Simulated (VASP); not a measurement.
# CaSe (F-43m) in VASP: a series of runs

The runs below take CaSe through single point, with PBE.

Everything below comes from runs of VASP 6.6.1. Logs are shortened: lines on timing, memory, paths and dates and some standing lists are left out, and cuts for length are marked.

**1. Starting point**

Symmetry: F-43m, No. 216, cubic system. The conventional cell has a = 6.600 Å, b = 6.600 Å, c = 6.600 Å, α = 90.00°, β = 90.00°, γ = 90.00°. Ca (site symmetry -43m) is surrounded by 4 Se at 2.86 Å. Se (site symmetry -43m) has 4 Ca at 2.86 Å as nearest neighbours.

The cell comes from a database or a generator and needn't be the stable form of this composition.

**2. Single point, PBE**

INCAR

```
PREC = Accurate
ENCUT = 520
EDIFF = 1E-7
ISMEAR = 0
SIGMA = 0.01
LREAL = False
LASPH = True
NELM = 80
ALGO = Normal
ISIF = 2
LWAVE = False
LCHARG = False
GGA = PE
NBANDS = 15
```

KPOINTS

```
Automatic mesh
0
Gamma
  4 4 4
```

POSCAR

```
CaSe
1.0
    0.0000000000      3.3000000000      3.3000000000
    3.3000000000      0.0000000000      3.3000000000
    3.3000000000      3.3000000000      0.0000000000
Ca Se
1 1
Direct
    0.0000000000      0.0000000000      0.0000000000
    0.7500000000      0.7500000000      0.7500000000
```

Potentials or basis: VASP PAW PBE potentials, release 64 (Ca_sv, Se).

Launch:

```sh
$ cat potpaw_PBE.64/Ca_sv/POTCAR potpaw_PBE.64/Se/POTCAR > POTCAR
$ mpirun -np 1 vasp_std > vasp.out
```

OUTCAR:

```text
PREC = Accurate
   ENCUT = 520
   EDIFF = 1E-7
   ISMEAR = 0
   LREAL = False
   LASPH = True
   NELM = 80
   ISIF = 2
   GGA = PE

 ion  position               nearest neighbor table
   1  0.000  0.000  0.000-   2 2.86   2 2.86   2 2.86   2 2.86
   2  0.750  0.750  0.750-   1 2.86   1 2.86   1 2.86   1 2.86

  LATTYP: Found a face centered cubic cell.
 ALAT       =     6.6000000000

  Lattice vectors:

 A1 = (   0.0000000000,   3.3000000000,   3.3000000000)
 A2 = (   3.3000000000,   0.0000000000,   3.3000000000)
 A3 = (   3.3000000000,   3.3000000000,   0.0000000000)

Analysis of symmetry for initial positions (statically):
=====================================================================
 Subroutine PRICEL returns:
 Original cell was already a primitive cell.

 Routine SETGRP: Setting up the symmetry group for a
 face centered cubic supercell.

 Subroutine GETGRP returns: Found 24 space group operations
 (whereof 24 operations were pure point group operations)
 out of a pool of 48 trial point group operations.

The static configuration has the point symmetry T_d .

Analysis of symmetry for dynamics (positions and initial velocities):
=====================================================================
 Subroutine PRICEL returns:
 Original cell was already a primitive cell.

 Routine SETGRP: Setting up the symmetry group for a
 face centered cubic supercell.

 Subroutine GETGRP returns: Found 24 space group operations
 (whereof 24 operations were pure point group operations)
 out of a pool of 48 trial point group operations.

The dynamic configuration has the point symmetry T_d .

 Subroutine INISYM returns: Found 24 space group operations
 (whereof 24 operations are pure point group operations),
 and found     1 'primitive' translations

----------------------------------------------------------------------------------------

                                     Primitive cell

  volume of cell :      71.8740

  direct lattice vectors                    reciprocal lattice vectors
     0.000000000  3.300000000  3.300000000    -0.151515152  0.151515152  0.151515152
     3.300000000  0.000000000  3.300000000     0.151515152 -0.151515152  0.151515152
     3.300000000  3.300000000  0.000000000     0.151515152  0.151515152 -0.151515152

  length of vectors
     4.666904756  4.666904756  4.666904756     0.262431941  0.262431941  0.262431941

  position of ions in fractional coordinates (direct lattice)
     0.000000000  0.000000000  0.000000000
     0.750000000  0.750000000  0.750000000

  ion indices of the primitive-cell ions
   primitive index   ion index
                 1           1
                 2           2

----------------------------------------------------------------------------------------

 KPOINTS: Automatic mesh

Automatic generation of k-mesh.
 Grid dimensions read from file:
 generate k-points for:    4    4    4

 Generating k-lattice:

  Cartesian coordinates                     Fractional coordinates (reciprocal lattice)
    -0.037878788  0.037878788  0.037878788     0.250000000  0.000000000  0.000000000
     0.037878788 -0.037878788  0.037878788     0.000000000  0.250000000  0.000000000
     0.037878788  0.037878788 -0.037878788     0.000000000  0.000000000  0.250000000

  Length of vectors
     0.065607985  0.065607985  0.065607985

  Shift w.r.t. Gamma in fractional coordinates (k-lattice)
     0.000000000  0.000000000  0.000000000

 Subroutine IBZKPT returns following result:
 ===========================================

 Found      8 irreducible k-points:

 Following reciprocal coordinates:
            Coordinates               Weight
  0.000000  0.000000  0.000000      1.000000
  0.250000  0.000000  0.000000      8.000000
  0.500000  0.000000  0.000000      4.000000
  0.250000  0.250000  0.000000      6.000000
  0.500000  0.250000  0.000000     24.000000
 -0.250000  0.250000  0.000000     12.000000
  0.500000  0.500000  0.000000      3.000000
 -0.250000  0.500000  0.250000      6.000000
   k-points           NKPTS =      8   k-points in BZ     NKDIM =      8   number of bands    NBANDS=     15
   number of dos      NEDOS =    301   number of ions     NIONS =      2
   total plane-waves  NPLWV =  46656
   dimension x,y,z NGX =    36 NGY =   36 NGZ =   36
   dimension x,y,z NGXF=    72 NGYF=   72 NGZF=   72
   ions per type =               1   1
   NGX,Y,Z   is equivalent  to a cutoff of  12.82, 12.82, 12.82 a.u.
   NGXF,Y,Z  is equivalent  to a cutoff of  25.65, 25.65, 25.65 a.u.
 SYSTEM =  unknown system
   PREC   = accura    normal or accurate (medium, high low for compatibility)
   ISTART =      0    job   : 0-new  1-cont  2-samecut
   ICHARG =      2    charge: 1-file 2-atom 10-const
   ISPIN  =      1    spin polarized calculation?
   LNONCOLLINEAR =      F non collinear calculations
   LSORBIT =      F    spin-orbit coupling
   LASPH  =      T    aspherical Exc in radial PAW
   ENCUT  =  520.0 eV  38.22 Ry    6.18 a.u.   8.68  8.68  8.68*2*pi/ulx,y,z
   NELM   =     80;   NELMIN=  2; NELMDL= -5     # of ELM steps
   EDIFF  = 0.1E-06   stopping-criterion for ELM
   LREAL  =      F    real-space projection
   EDIFFG = 0.1E-05   stopping-criterion for IOM
   NSW    =      0    number of steps for IOM
   IBRION =     -1    ionic relax: 0-MD 1-quasi-New 2-CG
   NFREE  =      0    steps in history (QN), initial steepest desc. (CG)
   ISIF   =      2    stress and relaxation
   ISYM   =      2    0-nonsym 1-usesym 2-fastsym
   POTIM  = 0.5000    time-step for ionic-motion
   TEBEG  =    0.0;   TEEND  =   0.0 temperature during run
   PSTRESS=    0.0 pullay stress
   NELECT =      16.0000    total number of electrons
   NUPDOWN=      -1.0000    fix difference up-down
   EMIN   =  10.00;   EMAX   =-10.00  energy-range for DOS
   EFERMI =   0.00;   METHOD = LEGACY
   ISMEAR =     0;   SIGMA  =   0.01  broadening in eV -4-tet -1-fermi 0-gaus
   EFERMI_NEDOS =   21; number of points for ismear=-14 and -15
   IALGO  =     38    algorithm
   IMIX   =      4    mixing-type and parameters
     AMIX     =   0.40;   BMIX     =  1.00
     AMIX_MAG =   1.60;   BMIX_MAG =  1.00
  volume/ion in A,a.u.               =      35.94       242.51
  Fermi-wavevector in a.u.,A,eV,Ry     =   0.992181  1.874950 13.393889  0.984423
  Thomas-Fermi vector in A             =   2.123975
   LORBIT       =      0    0 simple, 1 ext, 2 COOP (PROOUT), +10 PAW based schemes
   GGA     = PE    functional components
   LHFCALC =     F    Hartree Fock is set to
   AEXX    =    0.0000 exact exchange contribution
   IVDW    =     0    specifies the selected vdW correction
   LEPSILON=     F    determine dielectric tensor
   LRPA    =     F    only Hartree local field effects (RPA)
 non-spin polarized calculation
 Gauss-broadening in eV      SIGMA  =   0.01
  energy-cutoff  :      520.00
  volume of cell :       71.87
 maximum number of plane-waves:      1964
 NGX is ok and might be reduce to    36
   NGX = 17   NGY = 17   NGZ = 17

 number of electron      16.0000001 magnetization

 Free energy of the ion-electron system (eV)
  ---------------------------------------------------
  ext. energy  EPLUGINS =         0.00000000
  ---------------------------------------------------
  free energy    TOTEN  =        -8.96862519 eV

  energy without entropy =       -8.96862519  energy(sigma->0) =       -8.96862519

 E-fermi :  -0.2285     XC(G=0):  -7.5506

 val. band max:       -0.3714991159   @ k =  -0.2500   0.2500   0.0000
 cond. band min:       2.7732627032   @ k =   0.0000   0.0000   0.0000
 fundamental gap:      3.1447618191
 Fermi energy:        -0.2284873716

 k-point     1 :       0.0000    0.0000    0.0000
  band No.  band energies     occupation
      1     -39.5110      2.00000
      2     -20.5235      2.00000
      3     -20.5235      2.00000
      4     -20.5235      2.00000
      5     -10.6801      2.00000
      6      -0.4624      2.00000
      7      -0.4624      2.00000
      8      -0.4624      2.00000
      9       2.7733      0.00000
     10       4.9608      0.00000
     11       4.9608      0.00000
     12       6.9233      0.00000
     13       6.9233      0.00000
     14       6.9233      0.00000
     15       8.6214      0.00000

 k-point     2 :       0.2500    0.0000    0.0000
  band No.  band energies     occupation
      1     -39.5102      2.00000
      2     -20.5439      2.00000
      3     -20.5260      2.00000
      4     -20.5260      2.00000
      5     -10.5583      2.00000
      6      -1.1493      2.00000
      7      -0.4204      2.00000
      8      -0.4204      2.00000
      9       4.1418      0.00000
     10       4.8168      0.00000
     11       4.8168      0.00000
     12       6.0364      0.00000
     13       6.7025      0.00000
     14       6.7025      0.00000
     15       7.6383      0.00000

 k-point     3 :       0.5000    0.0000    0.0000
  band No.  band energies     occupation
      1     -39.5094      2.00000
      2     -20.5641      2.00000
      3     -20.5285      2.00000
      4     -20.5285      2.00000
      5     -10.4346      2.00000
      6      -1.5695      2.00000
      7      -0.3877      2.00000
      8      -0.3877      2.00000
      9       4.6685      0.00000
     10       5.0742      0.00000
     11       5.0742      0.00000
     12       5.3881      0.00000
     13       5.9236      0.00000
     14       5.9236      0.00000
     15       8.3911      0.00000
[... 55 lines left out ...]
 k-point     7 :       0.5000    0.5000    0.0000
  band No.  band energies     occupation
      1     -39.5089      2.00000
      2     -20.5666      2.00000
      3     -20.5356      2.00000
      4     -20.5356      2.00000
      5     -10.3553      2.00000
      6      -1.5912      2.00000
      7      -0.4136      2.00000
      8      -0.4136      2.00000
      9       3.1677      0.00000
     10       4.5664      0.00000
     11       5.6676      0.00000
     12       5.6676      0.00000
     13       5.6900      0.00000
     14       7.5202      0.00000
     15       8.8317      0.00000

 k-point     8 :      -0.2500    0.5000    0.2500
  band No.  band energies     occupation
      1     -39.5089      2.00000
      2     -20.5610      2.00000
      3     -20.5410      2.00000
      4     -20.5356      2.00000
      5     -10.3555      2.00000
      6      -1.0668      2.00000
      7      -1.0621      2.00000
      8      -0.4759      2.00000
      9       3.3903      0.00000
     10       4.5749      0.00000
     11       5.4602      0.00000
     12       5.7824      0.00000
     13       6.3568      0.00000
     14       8.2582      0.00000
     15       8.4716      0.00000

------------------------ aborting loop because EDIFF is reached ----------------------------------------

  FORCE on cell =-STRESS in cart. coord.  units (eV):
  Direction    XX          YY          ZZ          XY          YZ          ZX
  --------------------------------------------------------------------------------------
  -------------------------------------------------------------------------------------
  Total       -0.0303213     -0.0303213     -0.0303213      0.0000000     -0.0000000      0.0000000
  in kB       -0.6759070     -0.6759070     -0.6759070      0.0000000     -0.0000000      0.0000000
  external PRESSURE =      -0.6759070 kB  Pullay stress =       0.0000000 kB

 VOLUME and BASIS-vectors are now :
 -----------------------------------------------------------------------------
  energy-cutoff  :      520.00
  volume of cell :       71.87
      direct lattice vectors                 reciprocal lattice vectors
     0.000000000  3.300000000  3.300000000    -0.151515152  0.151515152  0.151515152
     3.300000000  0.000000000  3.300000000     0.151515152 -0.151515152  0.151515152
     3.300000000  3.300000000  0.000000000     0.151515152  0.151515152 -0.151515152

 POSITION                                       TOTAL-FORCE (eV/Angst)
 -----------------------------------------------------------------------------------
      0.00000      0.00000      0.00000        -0.000000     -0.000000     -0.000000
      4.95000      4.95000      4.95000         0.000000      0.000000      0.000000
 -----------------------------------------------------------------------------------
    total drift:                               -0.000000     -0.000000     -0.000000

  FREE ENERGIE OF THE ION-ELECTRON SYSTEM (eV)
  ---------------------------------------------------
  free  energy   TOTEN  =        -8.9686251920 eV

  energy  without entropy=       -8.9686251920  energy(sigma->0) =       -8.96862519
```

It took 8.8 s on 1 thread of Intel Xeon Platinum 8488C (Sapphire Rapids), shared host; peak memory 0.2 GiB.

Results:

* Free energy: -8.9686 eV
* Pressure: -0.1 GPa
* Band gap on the k mesh: 3.14 eV, indirect (least direct gap 3.24 eV) PBE gaps usually lie below the measured ones, often by a third to a half.

**3. Single point, PBE**

INCAR

```
SYSTEM = CaSe
ALGO = Normal
EDIFF = 1E-7
ENCUT = 520
GGA = PE
ISIF = 2
ISMEAR = 0
LASPH = .True.
LCHARG = .False.
LREAL = .False.
LWAVE = .False.
NBANDS = 15
NELM = 60
PREC = Accurate
SIGMA = 0.01
```

KPOINTS

```
k-points
0
Gamma
  2 2 2
  0 0 0
```

POSCAR is that of step 2.

Potentials or basis: VASP PAW PBE potentials, release 64 (Ca_sv, Se).

Launch:

```sh
$ cat potpaw_PBE.64/Ca_sv/POTCAR potpaw_PBE.64/Se/POTCAR > POTCAR
$ mpirun -np 1 vasp_std > vasp.out
```

It took 6.9 s on 1 thread of Intel Xeon Platinum 8488C (Sapphire Rapids), shared host; peak memory 0.19 GiB.

Results (log left out):

```
Free energy            : -8.7631 eV
Pressure               : 0.4 GPa
Band gap on the k mesh : 3.15 eV, indirect (least direct gap 3.23 eV)
```

Levels at points of the mesh, in eV from the valence-band top:
```tsv
k point	band 4	band 5	band 6	band 7	band 8	band 9	band 10	band 11	band 12	band 13
(0.00, 0.00, 0.00)	-20.16	-10.26	-0.08	-0.08	-0.08	3.15	5.31	5.31	7.29	7.29
(0.50, 0.00, 0.00)	-20.16	-10.01	-1.19	0.00	0.00	5.03	5.43	5.43	5.75	6.28
(0.50, 0.50, 0.00)	-20.17	-9.93	-1.22	-0.03	-0.03	3.53	4.92	6.02	6.02	6.04
```

Caveat: the k mesh is coarse (spacing up to 0.82 Å⁻¹), so the values aren't converged.

**4. Single point, PBE**

INCAR

```
ALGO = Normal
EDIFF = 1E-6
ENCUT = 520
GGA = PE
ISIF = 2
ISMEAR = 0
LASPH = T
LCHARG = F
LREAL = F
LWAVE = F
NBANDS = 15
NELM = 80
PREC = Accurate
SIGMA = 0.01
```

KPOINTS

```
k-points
0
Gamma
  3 3 3
```

POSCAR is that of step 3.

Launch:

```sh
$ cat potpaw_PBE.64/Ca_sv/POTCAR potpaw_PBE.64/Se/POTCAR > POTCAR
$ mpirun -np 1 vasp_std > vasp.out
```

It took 6.9 s on 1 thread of Intel Xeon Platinum 8488C (Sapphire Rapids), shared host; peak memory 0.19 GiB.

The run converged. Its results:

| Property | Result |
| --- | --- |
| Free energy | -8.9574 eV |
| Pressure | 0.0 GPa |
| Band gap on the k mesh | 3.15 eV, indirect (least direct gap 3.23 eV) |

Levels at points of the mesh, in eV from the valence-band top:
| k point | band 5 | band 6 | band 7 | band 8 | band 9 | band 10 | band 11 | band 12 |
| --- | --- | --- | --- | --- | --- | --- | --- | --- |
| (0.00, 0.00, 0.00) | -10.30 | -0.08 | -0.08 | -0.08 | 3.15 | 5.34 | 5.34 | 7.30 |

Caveat: the k mesh is coarse (spacing up to 0.55 Å⁻¹), so the values aren't converged; an odd mesh through Γ misses points on the zone boundary, where band edges often lie.

**5. The runs side by side**

| k mesh | mesh quality | gap on the mesh (eV) | pressure (GPa) |
| --- | --- | --- | --- |
| 4 × 4 × 4 | not flagged | 3.14 | -0.1 |
| 2 × 2 × 2 | coarse | 3.15 | 0.4 |
| 3 × 3 × 3 | coarse | 3.15 | 0.0 |

Alike in all rows: task single point; level PBE; potentials or basis VASP PAW PBE potentials, release 64 (Ca_sv, Se); no spin polarisation; cell as given; cutoff (eV) 520; smearing gaussian 0.01 eV.

Caveats: some runs use coarse meshes; an odd mesh through Γ misses points on the zone boundary, where band edges often lie (some runs).

Total energies depend on the potentials used, so only differences within one code and one set of settings carry meaning.
